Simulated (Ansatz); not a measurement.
**Compressing PtTe: a fit and a missing row**

PtTe, P6_3/mmc, a = 4.223 Å, c = 5.542 Å. The structure is a COD entry; whether it is the stable form wasn't checked. Ansatz: PBEsol, PAW, 420 eV, Γ-centred 12×12×8 mesh on 4 atoms, Gaussian smearing 0.10 eV; no spin polarisation. Shape and atoms are relaxed at each volume; pressure is positive in compression.

```
V (Å³/atom) P (GPa)
     18.831        ?
     19.473    16.33
     20.115     9.88
     20.756     4.50
     21.398     0.00
     22.040    -3.74
     22.682    -6.89
     23.538   -10.22
```

Task: Take V0 = 21.398 Å³/atom, fit the third-order Birch–Murnaghan form to the other rows, and predict the missing pressure.

Result: With the Eulerian strain f = ½[(V0/V)^(2/3) − 1] and y = P/[3f(1 + 2f)^(5/2)], the form is the line y = B0 + 1.5 B0 (B0′ − 4) f. Rows (f, y): 0.03243, 143.4; 0.02104, 141.2; 0.01026, 139.0; -0.00976, 134.2; -0.01905, 132.9; -0.03078, 129.7. Means f = 0.0006900, y = 136.73; Σ(Δf)² = 0.003002, ΣΔfΔy = 0.6477; the slope is their ratio. y = 136.6 + 215.7 f GPa, so B0 = 136.6 GPa and B0′ = 4 + 2 × (215.7)/(3 × 136.6) = 5.05. At V = 18.831, f = 0.04446, y = 146.19 and P = 24.13 GPa. The run gave 24.05 GPa, so the fit is 0.08 GPa too high, a small miss on the scale of the series.

Spin–orbit coupling is left out, which can shift energies with elements as heavy as these.